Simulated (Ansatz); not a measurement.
# Nb2COF MXene bilayer (AB) in a perpendicular field, part 3 of 4

What dipole does a perpendicular field induce in the Nb2COF MXene bilayer (AB)? A positive field points along +c.

Ansatz 0.2.0; plane-wave DFT, PBE-D3(BJ), Ansatz PAW (the session's first sound run).

So far. Step 7 (Atoms held, field 0.25 V/Å): The dipole is 0.101 e·Å, 0.154 e·Å from its value without field.

**8. Single point, field -0.25 V/Å**

Contents of input.yaml:

```yaml
crystal:
  lattice:
    - [3.1193962155, 0.0, 0.0]
    - [-1.5596981078, 2.7014763671, 0.0]
    - [0.0, 0.0, 30.5918034431]
  atoms:
    - { symbol: F, position: [0.3333333333, 0.6666666667, 0.2941964509] }
    - { symbol: Nb, position: [0.6666666667, 0.3333333333, 0.3407327457] }
    - { symbol: C, position: [0.0, 0.0, 0.3782205711] }
    - { symbol: Nb, position: [0.3333333333, 0.6666666667, 0.4189098837] }
    - { symbol: O, position: [0.6666666667, 0.3333333333, 0.4544263755] }
    - { symbol: F, position: [0.6666666667, 0.3333333333, 0.5467568305] }
    - { symbol: Nb, position: [0.0, 0.0, 0.5922654771] }
    - { symbol: C, position: [0.3333333333, 0.6666666667, 0.6298272045] }
    - { symbol: Nb, position: [0.6666666667, 0.3333333333, 0.6705927733] }
    - { symbol: O, position: [0.0, 0.0, 0.7058035491] }
kpoints:
  mp_grid: { grid: [18, 18, 1] }
  band_path:
    path: [[0, 0, 0], [0.5, 0, 0], [0.33333333, 0.33333333, 0], [0, 0, 0]]
    npoints: 16
hamiltonian:
  xc: pbe
  dispersion: d3bj
scf:
  occupations: { method: fermi_dirac, width: 0.05 }
  convergence: { dr2_threshold: 1.0e-10 }
efield:
  axis: 3
  dipole_correction: true
  ramp_position: 0.9464
  ramp_width: 0.1102
  amplitude: -0.25
output:
  dos: { projected: true, e_range: [-6, 5] }
  bader: true
  write_potential: true
  write_density: true
  volumetric_format: npy
  elf: true
```

Command:

```sh
> ansatz run input.yaml --threads 4 --pin off --max-ram 12288MiB --backend cpu --events-out ev --progress --plain --runs-dir out
```

Numbers of over 12 decimals in the logs are rounded to 6 here.

What it wrote:

```text
[...]
Crystal: 10 atoms, lattice volume = 257.796 Å³
Basis set: ecut = 420 eV, 4999 PW (Γ)
Bands: 53, of which v1, the nominal top of the filled ones, is band 43 counted from 1 (42 counted from 0)
Symmetry: 6 space group operations
[...]
k-points: 37 of 324 (time reversal used)
[...]
--- Bader charges: 10 sites ---
  site symbol  charge [e]  shift [e]
     0      F     -0.7504     0.0003
     1     Nb      1.6953     0.0009
     2      C     -1.8548     0.0013
     3     Nb      2.0570     0.0006
     4      O     -1.1607     0.0002
     5      F     -0.7497     0.0003
     6     Nb      1.7084     0.0009
     7      C     -1.8551     0.0013
     8     Nb      2.0684     0.0005
     9      O     -1.1583     0.0003
  estimated error of the sums over rays = 7.3e-4 e
[key lines of the parts left out:]
SCF converged after 14 iterations
Free energy (F): -21471.664861 eV
Fermi energy:    3.706928 eV
Dipole field:    D = -0.145043 V/Å  (p = -0.206640 e·Å, saw-weighted, corrected)
```

Run time: 38 s. Hardware: 4 threads of Intel Xeon 6975P-C (Granite Rapids), shared host; peak memory 0.99 GiB.

The dipole is -0.207 e·Å, -0.154 e·Å from its value without field.

**9. Response, atoms held**

This step: plane-wave DFT, PBE-D3(BJ), Ansatz PAW; response to a field along the normal, atoms held (Ansatz 0.2.0).

The dipoles give the slope, and the difference of two potentials shows where the field is screened.

This step gave:

```
equivalent conductor thickness p/(ε₀AE) : 13.23 Å
distance between the outer atoms        : 12.59 Å
```

The dipole of the cell by applied field:

```
applied field (V/Å)  dipole of the cell (e·Å)
             -0.250                    -0.207
             -0.030                   -0.0710
              0.000                   -0.0526
              0.030                   -0.0341
              0.150                    0.0399
              0.250                     0.102
```

Local field over the applied field, running mean. From the potentials at -0.03 and 0.03 V/Å; running mean over 2.5 Å. Local field over applied field against z:

z (Å), local field over applied field and a bar from the least value:
```
        5      1.000 ##############################
        6      0.996 ##############################
        7      0.951 #############################
        8      0.744 ######################
        9      0.447 ##############
       10      0.179 ######
       11      0.042 #
       12     -0.007 
       13     -0.003 
       14      0.001 
       15      0.003 
       16      0.002 
       17      0.001 
       18     -0.002 
       19      0.007 
       20      0.035 #
       21      0.157 #####
       22      0.458 ##############
       23      0.790 ########################
       24      0.969 #############################
       25      0.997 ##############################
       26      1.000 ##############################
```

The induced electron density oscillates, so the rows of the table below give means over windows of 1 Å about each position, cut where the curve ends. Its maxima inside the range that stand out by 2 % of the span (Å: e/Å³ per V/Å): 8.4: 0.00331, 9.2: 0.00192, 10.3: 0.00153, 12.7: 2.0e-4, 13.6: 7.8e-5, 16.7: 8.3e-5, 17.7: 1.2e-4, 18.6: 2.8e-4, 20.1: 8.3e-6, 20.8: 1.7e-5, 21.7: -0.00129. Its minima: 8.9: 0.00133, 9.6: 4.6e-4, 12.2: -2.8e-4, 13.2: -1.2e-4, 13.9: -1.4e-4, 17.0: -6.2e-5, 18.1: -2.0e-4, 19.3: -3.3e-4, 20.5: -5.5e-4, 21.4: -0.00211, 22.2: -0.00379.

Electrons, planar mean, per unit field. The induced electron density by z; means over each step:

z (Å), induced electron density (e/Å³ per V/Å) and a bar from the least value:
```
        5    0.00000 #################
        6    0.00002 #################
        7    0.00025 ###################
        8    0.00207 ##############################
        9    0.00177 ############################
       10    0.00109 ########################
       11    0.00047 ####################
       12   -0.00016 ################
       13    0.00002 #################
       14   -0.00002 #################
       15    0.00001 #################
       16    0.00000 #################
       17    0.00001 #################
       18    0.00000 #################
       19   -0.00006 #################
       20   -0.00024 ################
       21   -0.00087 ############
       22   -0.00274 
       23   -0.00144 ########
       24   -0.00016 ################
       25   -0.00001 #################
       26    0.00000 #################
```

By hand: between -0.03 and 0.03 V/Å the dipole changes by 0.03697 e·Å, a slope of 0.6162 e·Å²/V. A perfect conductor of thickness t has p = ε₀AEt, so t = 180.95 × 0.6162 / 8.427 = 13.23 Å (e/ε₀ = 180.95 V·Å, A in Å²).

The induced dipole is that of a conductor 13.23 Å thick.

**10. Field on, atoms free, field 0.1 V/Å**

This step: plane-wave DFT, PBE-D3(BJ), Ansatz PAW (Ansatz 0.2.0).

Now the atoms may follow the field. A weak field makes forces of meV/Å to tens of meV/Å, so the force tolerance is set well below the usual one.

input.yaml, as its differences from that of step 8:

```diff
@@ -17,6 +17,3 @@
 kpoints:
-  mp_grid: { grid: [18, 18, 1] }
-  band_path:
-    path: [[0, 0, 0], [0.5, 0, 0], [0.33333333, 0.33333333, 0], [0, 0, 0]]
-    npoints: 16
+  mp_grid: { grid: [12, 12, 1] }
 hamiltonian:
@@ -32,6 +29,7 @@
   ramp_width: 0.1102
-  amplitude: -0.25
+  amplitude: 0.1
+relax:
+  f_tol: 0.001
+  max_steps: 60
 output:
-  dos: { projected: true, e_range: [-6, 5] }
-  bader: true
   write_potential: true
@@ -39,2 +37 @@
   volumetric_format: npy
-  elf: true
```

What it wrote:

```text
[...]
Crystal: 10 atoms, lattice volume = 257.796 Å³
Basis set: ecut = 420 eV, 4999 PW (Γ), exchange–correlation on 48×48×432 points (8 copies of the dense FFT grid, shifted against one another)
Bands: 53, of which v1, the nominal top of the filled ones, is band 43 counted from 1 (42 counted from 0)
Symmetry: 6 space group operations
[...]
k-points: 19 of 144 (time reversal used)
[...]
SCF iter   1: F=—  HF=-21488.593720 eV  |F-HF|=—  |Δ(HF+E_count)|=         —  Δρ=1.32e-1  dr2=6.60e1  ethr=3.10e-3  p=0.066 e·Å  D=4.65e-2 V/Å  ΔV_dip=-1.42 eV  dr2_dipole=1.82e0  V_vac-E_F(+/−)=6.76/5.53 eV  ⟨swp⟩=8.7  Hψ=4961  notcnv=0  defer=7
[...]
SCF iter  13: F=-21471.639865 eV  HF=-21471.639865 eV  |F-HF|=7.20e-10  |Δ(HF+E_count)|=  9.86e-10  Δρ=1.91e-7  dr2=7.38e-11  ethr=1.00e-12  p=0.009 e·Å  D=6.51e-3 V/Å  ΔV_dip=-0.20 eV  dr2_dipole=7.05e-12  V_vac-E_F(+/−)=6.56/4.10 eV  ⟨swp⟩=7.2  Hψ=7033  notcnv=0
SCF 1 converged in 13 iterations: F = -21471.639865 eV  dr2 = 7.38e-11
[...]
relax step   1: F+E_penalty+E_count = -21471.63986458 eV  Δ(F+E_penalty+E_count) = +0.000e0 eV  max|allowed force component| = 4.113e-2 eV/Å  Δτ_max = 0.0000 Å  (13 SCF iters, accepted)
[...]
SCF iter   8: F=-21471.639960 eV  HF=-21471.639960 eV  |F-HF|=3.78e-10  |Δ(HF+E_count)|=   2.81e-9  Δρ=1.10e-7  dr2=2.33e-11  ethr=1.00e-12  p=0.012 e·Å  D=8.42e-3 V/Å  ΔV_dip=-0.26 eV  dr2_dipole=8.68e-14  V_vac-E_F(+/−)=6.54/4.14 eV  ⟨swp⟩=8.7  Hψ=6096  notcnv=0
SCF 2 converged in 8 iterations: F = -21471.639960 eV  dr2 = 2.33e-11
relax step   2: F+E_penalty+E_count = -21471.63995985 eV  Δ(F+E_penalty+E_count) = -9.527e-5 eV  max|allowed force component| = 1.682e-2 eV/Å  Δτ_max = 0.0041 Å  (8 SCF iters, accepted)
SCF iter   1: F=—  HF=-21471.639889 eV  |F-HF|=—  |Δ(HF+E_count)|=         —  Δρ=4.29e-5  dr2=8.04e-5  ethr=6.77e-7  p=0.012 e·Å  D=8.42e-3 V/Å  ΔV_dip=-0.26 eV  dr2_dipole=4.83e-5  V_vac-E_F(+/−)=6.54/4.14 eV  ⟨swp⟩=1.1  Hψ=1312  notcnv=0  defer=43
[...]
SCF iter   7: F=-21471.639970 eV  HF=-21471.639970 eV  |F-HF|=2.47e-10  |Δ(HF+E_count)|=  2.47e-10  Δρ=8.13e-8  dr2=1.54e-11  ethr=1.00e-12  p=0.011 e·Å  D=8.01e-3 V/Å  ΔV_dip=-0.25 eV  dr2_dipole=1.59e-12  V_vac-E_F(+/−)=6.54/4.13 eV  ⟨swp⟩=8.6  Hψ=6079  notcnv=0
SCF 3 converged in 7 iterations: F = -21471.639970 eV  dr2 = 1.54e-11
relax step   3: F+E_penalty+E_count = -21471.63996993 eV  Δ(F+E_penalty+E_count) = -1.008e-5 eV  max|allowed force component| = 2.077e-3 eV/Å  Δτ_max = 0.0008 Å  (7 SCF iters, accepted)
SCF iter   1: F=—  HF=-21471.639893 eV  |F-HF|=—  |Δ(HF+E_count)|=         —  Δρ=1.19e-5  dr2=1.44e-6  ethr=6.05e-8  p=0.011 e·Å  D=8.01e-3 V/Å  ΔV_dip=-0.25 eV  dr2_dipole=3.15e-7  V_vac-E_F(+/−)=6.54/4.13 eV  ⟨swp⟩=2.0  Hψ=1578  notcnv=0  defer=43
[...]
SCF iter   6: F=-21471.639970 eV  HF=-21471.639970 eV  |F-HF|=2.55e-11  |Δ(HF+E_count)|=  1.96e-10  Δρ=3.58e-8  dr2=3.55e-12  ethr=1.00e-12  p=0.011 e·Å  D=8.00e-3 V/Å  ΔV_dip=-0.24 eV  dr2_dipole=4.09e-16  V_vac-E_F(+/−)=6.54/4.13 eV  ⟨swp⟩=7.7  Hψ=5265  notcnv=0
SCF 4 converged in 6 iterations: F = -21471.639970 eV  dr2 = 3.55e-12
relax step   4: F+E_penalty+E_count = -21471.63997016 eV  Δ(F+E_penalty+E_count) = -2.367e-7 eV  max|allowed force component| = 7.673e-4 eV/Å  Δτ_max = 0.0002 Å  (6 SCF iters, accepted)
[...]
the band table was solved once a step of the walk had ended and its energy, with any forces and stress, was formed, with the checks that follow a solve (5579 applications of the Hamiltonian). They found nothing against the state; the energy, forces and stress were not computed again (output.eigenvalues in the input reference)
[...]
SCF converged after 6 iterations
Free energy (F): -21471.639970 eV
[...]
Internal energy: -21471.615345 eV  (E = F + TS)
E sigma→0 (E₀):  -21471.627657 eV
Entropy (-TS):   -0.024625 eV (-2.463 meV/atom)
Fermi energy:    3.736122 eV
Dipole field:    D = 0.007998 V/Å  (p = 0.011395 e·Å, saw-weighted, corrected)
Work function:   not extracted (applied field tilts the vacuum); planar V_es + V_field profile in the machine report
[...]
--- Forces (eV/Å), atoms counted from 1 ---
  atom   1  F      0.00000000     0.00000000    -0.00018330
  atom   2  Nb    -0.00000000    -0.00000000    -0.00018925
  atom   3  C      0.00000000     0.00000000    -0.00011010
  atom   4  Nb    -0.00000000    -0.00000000     0.00033943
  atom   5  O      0.00000000    -0.00000000     0.00018737
  atom   6  F      0.00000000     0.00000000    -0.00013982
  atom   7  Nb    -0.00000000    -0.00000000     0.00051502
  atom   8  C      0.00000000     0.00000000    -0.00076737
  atom   9  Nb    -0.00000000    -0.00000000     0.00050983
  atom  10  O      0.00000000    -0.00000000    -0.00016232
  max |Σ_I F_I| component: 5.02e-7 eV/Å
--- Band table (eV; the first three rows and the last of 19) ---
  k-point 0: bands = [... 39 lower, 0.6392, 2.8956, 2.8956, 2.8974, 2.8974, 3.6128, 3.6423, 5.1888, ... 6 higher]
  k-point 1: bands = [... 39 lower, 0.5980, 2.7422, 2.7573, 3.0352, 3.0436, 3.6465, 3.6930, 5.1413, ... 6 higher]
  k-point 2: bands = [... 39 lower, 0.5606, 2.3982, 2.4360, 3.4383, 3.4521, 3.7194, 3.7941, 5.1679, ... 6 higher]
  k-point 18: bands = [... 39 lower, -0.2019, 3.5097, 3.5397, 3.9040, 3.9741, 4.6249, 4.6377, 5.5372, ... 6 higher]
--- Relaxed structure (4 steps of the walk, 4 accepted, 0 SCFs on fresh bases) ---
  F+E_penalty+E_count = -21471.63997016 eV   max|allowed force component| = 7.673e-4 eV/Å
  atoms:
    - { symbol: F, position: [0.333333, 0.666667, 0.294091] }
    - { symbol: Nb, position: [0.666667, 0.333333, 0.340739] }
[...]
- { symbol: Nb, position: [0.333333, 0.666667, 0.418915] }
    - { symbol: O, position: [0.666667, 0.333333, 0.454428] }
    - { symbol: F, position: [0.666667, 0.333333, 0.546782] }
    - { symbol: Nb, position: [-1.777157644833514e-17, -2.219899089057394e-17, 0.592292] }
    - { symbol: C, position: [0.333333, 0.666667, 0.629852] }
    - { symbol: Nb, position: [0.666667, 0.333333, 0.670634] }
    - { symbol: O, position: [-1.7753395351552008e-17, -2.2211408810610954e-17, 0.705770] }
```

The job ended after 18 s (4 threads; peak memory 0.74 GiB; 68 s of CPU time).

No atom moved by 0.005 Å in the relaxation.

Numbers from this step:

```yaml
energy_at_zero_smearing: -21471.6277 eV
dipole_along_the_normal: 0.01139 e·Å
```

The relaxation took 4 steps and lowered the energy by 1.1e-4 eV; the largest force on the free atoms ends at 7.7e-4 eV/Å.

The dipole is 0.0114 e·Å, 0.0640 e·Å from its value without field.

**11. Field on, atoms free, field -0.1 V/Å**

The opposite sign, again from the field-free geometry; the difference of the two cancels what relaxes without a field.

input.yaml, as its differences from that of step 10:

```diff
@@ -29,3 +29,3 @@
   ramp_width: 0.1102
-  amplitude: 0.1
+  amplitude: -0.1
 relax:
```

What it wrote:

```text
[...]
Crystal: 10 atoms, lattice volume = 257.796 Å³
Basis set: ecut = 420 eV, 4999 PW (Γ), exchange–correlation on 48×48×432 points (8 copies of the dense FFT grid, shifted against one another)
Bands: 53, of which v1, the nominal top of the filled ones, is band 43 counted from 1 (42 counted from 0)
Symmetry: 6 space group operations
[...]
- { symbol: C, position: [-1.7759601389970443e-17, -2.220717000754279e-17, 0.378208] }
    - { symbol: Nb, position: [0.333333, 0.666667, 0.418886] }
    - { symbol: O, position: [0.666667, 0.333333, 0.454401] }
    - { symbol: F, position: [0.666667, 0.333333, 0.546751] }
[...]
- { symbol: C, position: [0.333333, 0.666667, 0.629820] }
    - { symbol: Nb, position: [0.666667, 0.333333, 0.670561] }
[...]
[key lines of the parts left out:]
SCF converged after 5 iterations
Free energy (F): -21471.650452 eV
Fermi energy:    3.729391 eV
Dipole field:    D = -0.081561 V/Å  (p = -0.116198 e·Å, saw-weighted, corrected)
```

It took 18 s on 4 threads; peak memory 0.74 GiB; 68 s of CPU time.

No atom moved by 0.005 Å in the relaxation.

Numbers from this step:

```yaml
energy_at_zero_smearing: -21471.6381 eV
dipole_along_the_normal: -0.1162 e·Å
```

The relaxation took 4 steps and lowered the energy by 1.1e-4 eV; the largest force on the free atoms ends at 9.4e-5 eV/Å.

The dipole is -0.116 e·Å, -0.0636 e·Å from its value without field.

**12. Response, atoms relaxed**

This step: plane-wave DFT, PBE-D3(BJ), Ansatz PAW; response to a field along the normal, atoms relaxed (Ansatz 0.2.0).

The same analysis on the two relaxed runs holds the ionic part too; their mesh is coarser, so small differences from the held value can come from that.

This step gave:

- equivalent conductor thickness p/(ε₀AE): 13.70 Å

Dipole of the cell against applied field:

```
applied field (V/Å)  dipole of the cell (e·Å)
            -0.1000                    -0.116
             0.1000                    0.0114
```

Local field over the applied field, running mean. From the potentials at -0.1 and 0.1 V/Å; running mean over 2.5 Å. Table of local field over applied field by z:

```
z (Å)  local field over applied field
    5                           1.000
    6                           0.995
    7                           0.876
    8                           0.814
    9                           0.377
   10                           0.187
   11                         -0.0556
   12                        -0.00920
   13                         -0.0319
   14                         -0.0116
   15                          0.0469
   16                          0.0115
   17                         -0.0182
   18                         0.00142
   19                          0.0406
   20                          -0.134
   21                          0.0610
   22                           0.490
   23                           0.774
   24                           0.966
   25                           0.997
   26                           1.000
```

The induced electron density oscillates, so the rows of the table below give means over windows of 1 Å about each position, cut where the curve ends. Its maxima inside the range that stand out by 2 % of the span (Å: e/Å³ per V/Å): 8.6: 0.0618, 10.9: 0.00610, 13.2: 0.00389, 14.3: 0.00605, 17.0: 0.00819, 18.6: 0.00425, 21.1: 0.0288. Its minima: 9.3: -0.0589, 12.3: -0.00595, 13.7: -9.8e-4, 16.4: -0.01000, 17.7: -0.00583, 20.0: -0.0156, 22.0: -0.0162.

Electrons, planar mean, per unit field. Induced electron density against z; means over each step:

z (Å), induced electron density (e/Å³ per V/Å) and a bar from the least value:
```
        5     0.0000 #############
        6     0.0000 #############
        7     0.0004 #############
        8     0.0116 ########################
        9     0.0014 ##############
       10    -0.0135 
       11     0.0035 ################
       12    -0.0025 ###########
       13     0.0009 ##############
       14     0.0026 ###############
       15     0.0010 ##############
       16    -0.0039 #########
       17     0.0013 ##############
       18    -0.0018 ###########
       19     0.0004 #############
       20    -0.0089 ####
       21     0.0179 ##############################
       22    -0.0084 #####
       23    -0.0020 ###########
       24    -0.0002 #############
       25     0.0000 #############
       26     0.0000 #############
```

The induced dipole is that of a conductor 13.70 Å thick.

[end of part 3 of 4]

[Logs are printed without paths, hosts, clocks, repeated set-up lines and the standing remarks that a program may print on its own settings, such as how far it seeks lower states.]

[Hosts, paths, dates, database ids (printed as entryN), source tags and the programs' standing remarks are cut or masked in the printed files.]

[Maps of the electrostatic potential energy from Ansatz leave out the sawtooth potential of an applied field or a dipole correction, so their vacuum need not be flat; planar profiles and work functions include it.]
